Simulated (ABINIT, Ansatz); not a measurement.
**BP (F-43m): one start, several treatments of the self-energy**

Wanted: the gap of BP (F-43m) under several approximations, with cost.

Method: PBE and many-body steps on it, plane waves, in ABINIT 10.8.3.

### Step 1. The starting structure

Symmetry: F-43m, No. 216, cubic system. The conventional cell has a = 4.538 Å, b = 4.538 Å, c = 4.538 Å, α = 90.00°, β = 90.00°, γ = 90.00°. Nearest to B lie 4 P at 1.97 Å. P has 4 B at 1.97 Å nearest. Farther neighbours are not listed.

The cell and positions come from the Crystallography Open Database and are kept as given unless a step says otherwise.

### Step 2. Empty states on the mesh, 6×6×6 mesh, 436 bands

This step: ABINIT 10.8.3; DFT, PBE, plane waves, norm-conserving pseudopotentials.

The sums over transitions need many empty states on a uniform mesh; this step solves for them.

Input file run.abi:

```
acell 3*1.0 Angstrom
rprim 
  0.000000000000 2.269000000000 2.269000000000
  2.269000000000 0.000000000000 2.269000000000
  2.269000000000 2.269000000000 0.000000000000
ntypat 2
znucl 5 15
natom 2
typat 1 2
xred 
  0.000000000000 0.000000000000 0.000000000000
  0.250000000000 0.250000000000 0.250000000000
pp_dirpath "pseudos"
pseudos "B.upf, P.upf"
ecut 34
ngkpt 6 6 6
nshiftk 1
shiftk 0 0 0
kptopt 1
chksymbreak 0
irdden 1
istwfk *1
nband 436
prtvol 0
optdriver 6
gwr_task "HDIAGO"
paral_kgb 0
occopt 1
indata_prefix "in"
outdata_prefix "out"
tmpdata_prefix "tmp"
```

Started as:

```sh
OMP_NUM_THREADS=1 mpirun -n 4 abinit run.abi > log
```

Output:

```text
.Version 10.8.3 of ABINIT. v10.8.2 released Aug 2026.

 Symmetries : space group F-4 3 m (#216); Bravais cF (face-center cubic)
[... echo of the input left out ...]
== DATASET  1 ==================================================================
-   mpi_nproc: 4, omp_nthreads: 1 (-1 if OMP is not activated)

--- !DatasetInfo
iteration_state: {dtset: 1, }
dimensions: {natom: 2, nkpt: 16, mband: 436, nsppol: 1, nspinor: 1, nspden: 1, mpw: 1524, }
cutoff_energies: {ecut:  34.0, pawecutdg:  -1.0, }
[...]
Indirect band gap semiconductor
 Fundamental gap:     1.347 (eV)
   VBM:     7.266 (eV) at k: [ 0.0000E+00,  0.0000E+00,  0.0000E+00]
   CBM:     8.613 (eV) at k: [ 5.0000E-01,  5.0000E-01,  0.0000E+00]
 Direct gap:         3.407 (eV) at k: [ 0.0000E+00,  0.0000E+00,  0.0000E+00]

== END DATASET(S) ==============================================================
================================================================================

 -outvars: echo values of variables after computation  --------
           etotal      0.0000000000E+00
            nband         436
             nkpt          16
          spgroup         216
 [... the other variables as echoed above ...]

 Calculation completed.
```

The job ended after 12 s (4 MPI ranks of Intel Xeon 6975P-C (Granite Rapids), shared host; peak memory 0.77 GiB).

This step gave:

- gap: 1.347 eV
- k of the valence top: 0, 0, 0
- k of the conduction bottom: 0.5, 0.5, 0
- least direct gap: 3.407 eV
- k points computed: 16
- lowest point of the top converged band, above the valence top: 376.2079 eV

On this mesh the gap is 1.347 eV.

The density comes from a self-consistent run that is not shown.

### Step 3. Screening, 6×6×6 mesh, 177 bands, screening to 283 eV

The RPA dielectric matrix is built and inverted for each q.

This step: RPA screening on PBE, plane waves, norm-conserving pseudopotentials.

run.abi: that of step 2 with these lines changed.

```diff
@@ -20,10 +20,11 @@
 chksymbreak 0
-irdden 1
 istwfk *1
-nband 436
-prtvol 0
-optdriver 6
-gwr_task "HDIAGO"
-paral_kgb 0
 occopt 1
+irdwfk 1
+optdriver 3
+nband 177
+ecuteps 10.4
+inclvkb 2
+awtr 1
+symchi 1
 indata_prefix "in"
```

Output:

```text
.Version 10.8.3 of ABINIT. v10.8.2 released Aug 2026.

 Symmetries : space group F-4 3 m (#216); Bravais cF (face-center cubic)
[... echo of the input left out ...]
== DATASET  1 ==================================================================
-   mpi_nproc: 4, omp_nthreads: 1 (-1 if OMP is not activated)

--- !DatasetInfo
iteration_state: {dtset: 1, }
dimensions: {natom: 2, nkpt: 16, mband: 177, nsppol: 1, nspinor: 1, nspden: 1, mpw: 1524, }
cutoff_energies: {ecut:  34.0, pawecutdg:  -1.0, }
electrons: {nelect:   8.00000000E+00, charge:   0.00000000E+00, occopt:   1.00000000E+00, tsmear:   1.00000000E-02, }

 SCREENING: Calculation of the susceptibility and dielectric matrices

 Based on a program developped by R.W. Godby, V. Olevano, G. Onida, and L. Reining.
 Incorporated in ABINIT by V. Olevano, G.-M. Rignanese, and M. Torrent.
.Using double precision arithmetic ; gwpc =  8

[... cell and pseudopotentials left out ...]
--------------------------------------------------------------------------------

 ==== K-mesh for the wavefunctions ====
 Number of points in the irreducible wedge :    16
[... list of points left out ...]
 Together with 24 symmetry operations and time-reversal symmetry
 yields   216 points in the full Brillouin Zone.

 ==== Q-mesh for the screening function ====
 Number of points in the irreducible wedge :    16
[... list of points left out ...]
 Together with 24 symmetry operations and time-reversal symmetry
 yields   216 points in the full Brillouin Zone.

 setmesh: FFT mesh size selected  =    25x   25x   25
          total number of points  =        15625

 vcoul_init : cutoff-mode = AUXILIARY_FUNCTION
 q-points for optical limit:   1
     1)      0.000010    0.000020    0.000030

- screening: taking advantage of time-reversal symmetry
- Maximum band index for partially occupied states nbvw = 4
- Remaining bands to be divided among processors   nbcw = 173
- Number of bands treated by each node ~43

 Number of electrons calculated from density =    8.0000; Expected =    8.0000
 average of density, n =  0.050741
 r_s =    1.6757
 omega_plasma =   21.7288 [eV]

 calculating chi0 at frequencies [eV] :
  1    0.000000E+00    0.000000E+00
  2    0.000000E+00    2.172879E+01

--------------------------------------------------------------------------------
  q-point number  1        q = ( 0.000000, 0.000000, 0.000000) [r.l.u.]
--------------------------------------------------------------------------------
[... chi0 elements left out ...]
 For q-point:  0.000010 0.000020 0.000030
  dielectric constant =   9.7363
  dielectric constant without local fields =  10.6503

  Average fulfillment of the sum rule on Im[epsilon] for q-point    1 :     94.75  [%]
[... wings left out ...]
  q-point number  2        q = ( 0.166667, 0.000000, 0.000000) [r.l.u.]
--------------------------------------------------------------------------------
[... chi0 elements left out ...]
  Average fulfillment of the sum rule on Im[epsilon] for q-point    2 :     95.91  [%]

 [... 14 further q-points ...]
```

Wall time 79 s (4 MPI ranks); peak memory 1.2 GiB; 4.6 min of CPU time.

This step gave:

```
ε∞ with local fields, on this mesh, along the program's q direction : 9.736
the same without local fields                                       : 10.65
plasma frequency                                                    : 21.73 eV
plane waves in the screening matrix                                 : 259
```

Local fields lower ε∞ by 9 %.

### Step 4. G0W0, Godby-Needs plasmon pole

The self-energy is evaluated for the states that the input lists, and the levels follow from it, in one-shot runs by the linearised quasiparticle equation.

This step: G0W0 on PBE, plane waves, norm-conserving pseudopotentials.

run.abi: that of step 3 with these lines changed.

```diff
@@ -23,8 +23,17 @@
 irdwfk 1
-optdriver 3
+optdriver 4
 nband 177
+gwcalctyp 0
+ecutsigx 34
+symsigma 1
+nkptgw 2
+kptgw 
+  0.0000000000 0.0000000000 0.0000000000
+  0.5000000000 0.5000000000 0.0000000000
+bdgw 
+  2 7
+  3 6
 ecuteps 10.4
-inclvkb 2
-awtr 1
-symchi 1
+irdscr 1
+ppmodel 1
 indata_prefix "in"
```

Output:

```text
.Version 10.8.3 of ABINIT. v10.8.2 released Aug 2026.

 Symmetries : space group F-4 3 m (#216); Bravais cF (face-center cubic)
[... echo of the input left out ...]
== DATASET  1 ==================================================================
-   mpi_nproc: 4, omp_nthreads: 1 (-1 if OMP is not activated)

--- !DatasetInfo
iteration_state: {dtset: 1, }
dimensions: {natom: 2, nkpt: 16, mband: 177, nsppol: 1, nspinor: 1, nspden: 1, mpw: 1524, }
cutoff_energies: {ecut:  34.0, pawecutdg:  -1.0, }
electrons: {nelect:   8.00000000E+00, charge:   0.00000000E+00, occopt:   1.00000000E+00, tsmear:   1.00000000E-02, }

 SIGMA: Calculation of the GW corrections

 Based on a program developped by R.W. Godby, V. Olevano, G. Onida, and L. Reining.
 Incorporated in ABINIT by V. Olevano, G.-M. Rignanese, and M. Torrent.
.Using double precision arithmetic ; gwpc =  8

[... cell and pseudopotentials left out ...]
--------------------------------------------------------------------------------

 ==== K-mesh for the wavefunctions ====
 Number of points in the irreducible wedge :    16
[... list of points left out ...]
 Together with 24 symmetry operations and time-reversal symmetry
 yields   216 points in the full Brillouin Zone.

 ==== Q-mesh for screening function ====
 Number of points in the irreducible wedge :    16
[... list of points left out ...]
 Together with 24 symmetry operations and time-reversal symmetry
 yields   216 points in the full Brillouin Zone.

 vcoul_init : cutoff-mode = AUXILIARY_FUNCTION
 q-points for optical limit:   1
     1)      0.000010    0.000020    0.000030
 setmesh: FFT mesh size selected  =    32x   32x   32
          total number of points  =        32768

 Number of electrons calculated from density =    8.0000; Expected =    8.0000
 average of density, n =  0.050741
 r_s =    1.6757
 omega_plasma =   21.7288 [eV]

 === KS Band Gaps ===
  >>>> For spin  1
   Minimum direct gap =   3.4068 [eV], located at k-point      :   0.0000  0.0000  0.0000
   Fundamental gap    =   1.3473 [eV], Top of valence bands at :   0.0000  0.0000  0.0000
                                       Bottom of conduction at :   0.5000  0.5000  0.0000
 SIGMA fundamental parameters:
 PLASMON POLE MODEL  1
 number of plane-waves for SigmaX                 1459
 number of plane-waves for SigmaC and W            259
 number of plane-waves for wavefunctions          1459
 number of bands                                   177
 number of independent spin polarizations            1
 number of spinorial components                      1
 number of k-points in IBZ                          16
 number of q-points in IBZ                          16
 number of symmetry operations                      24
 number of k-points in BZ                          216
 number of q-points in BZ                          216
 number of frequencies for dSigma/dE                 9
 frequency step for dSigma/dE [eV]                0.25
 number of omega for Sigma on real axis              0
 max omega for Sigma on real axis  [eV]           0.00
 zcut for avoiding poles [eV]                     0.10

 EPSILON^-1 parameters (SCR file):
 dimension of the eps^-1 matrix on file            259
 dimension of the eps^-1 matrix used               259
 number of plane-waves for wavefunctions          1459
 number of bands                                   177
 number of q-points in IBZ                          16
 number of frequencies                               2
 number of real frequencies                          1
 number of imag frequencies                          1

 matrix elements of self-energy operator (all in [eV])

 Perturbative Calculation

--- !SelfEnergy_ee
iteration_state: {dtset: 1, }
kpoint     : [   0.000,    0.000,    0.000, ]
spin       : 1
KS_gap     :    3.407
QP_gap     :    4.286
Delta_QP_KS:    0.880
data: !SigmaeeData |
     Band     E0 <VxcDFT>   SigX SigC(E0)      Z dSigC/dE  Sig(E)    E-E0       E
        2   7.266 -13.300 -15.048   0.885   0.791  -0.264 -13.983  -0.683   6.582
        3   7.266 -13.300 -15.048   0.885   0.791  -0.264 -13.983  -0.683   6.582
        4   7.266 -13.300 -15.048   0.885   0.791  -0.264 -13.983  -0.683   6.582
        5  10.672 -12.025  -7.238  -4.540   0.793  -0.261 -11.829   0.196  10.869
        6  10.672 -12.025  -7.238  -4.540   0.793  -0.261 -11.829   0.196  10.869
        7  10.672 -12.025  -7.238  -4.540   0.793  -0.261 -11.829   0.196  10.869

--- !SelfEnergy_ee
iteration_state: {dtset: 1, }
kpoint     : [   0.500,    0.500,    0.000, ]
spin       : 1
KS_gap     :    5.461
QP_gap     :    6.360
Delta_QP_KS:    0.899
data: !SigmaeeData |
     Band     E0 <VxcDFT>   SigX SigC(E0)      Z dSigC/dE  Sig(E)    E-E0       E
        3   3.152 -12.497 -15.992   2.390   0.772  -0.295 -13.350  -0.853   2.299
        4   3.152 -12.497 -15.992   2.390   0.772  -0.295 -13.350  -0.853   2.299
        5   8.613 -10.826  -6.523  -4.246   0.804  -0.243 -10.780   0.046   8.659
        6   8.933 -10.680  -6.271  -4.287   0.809  -0.236 -10.581   0.099   9.031

== END DATASET(S) ==============================================================
================================================================================

 -outvars: echo values of variables after computation  --------
           etotal      0.0000000000E+00
            nband         177
             nkpt          16
          spgroup         216
 [... the other variables as echoed above ...]

 Calculation completed.
```

The job ended after 31 s (4 MPI ranks; peak memory 1.3 GiB; 1.8 min of CPU time).

This step gave:

| Item | Value |
| --- | --- |
| G0W0 gap on the points computed | 2.077 eV |
| starting gap on the mesh | 1.347 eV |
| k of the valence top | 0, 0, 0 |
| k of the conduction bottom | 0.5, 0.5, 0 |
| Z at the valence top | 0.791 |
| Z at the conduction bottom | 0.804 |
| least direct G0W0 gap on the computed points | 4.287 eV |

The gap on the mesh goes from 1.35 eV to 2.08 eV, a correction of +0.73 eV.

[end of part 1 of 2]

[Paths, hosts, dates, memory and timing lines, banners, echoed tables and standing remarks are left out of the program output.]

[Logs are printed without paths, hosts, clocks, repeated set-up lines and the standing remarks that a program may print on its own settings, such as how far it seeks lower states.]

[Runs of the session that timed out or met a known fault of the program may be left out.]

[Hosts, paths, dates, database ids (printed as entryN), source tags and the programs' standing remarks are cut or masked in the printed files.]

[G0W0 gaps are taken among the corrected bands and points alone; a level outside them can change the order at an edge.]

[Where Ansatz stands beside ABINIT at settings called matched, ABINIT's density can come from a denser mesh and the files from another edition; pairs whose starting gaps differed by over 0.03 eV were left out, so agreement reads better than it is.]
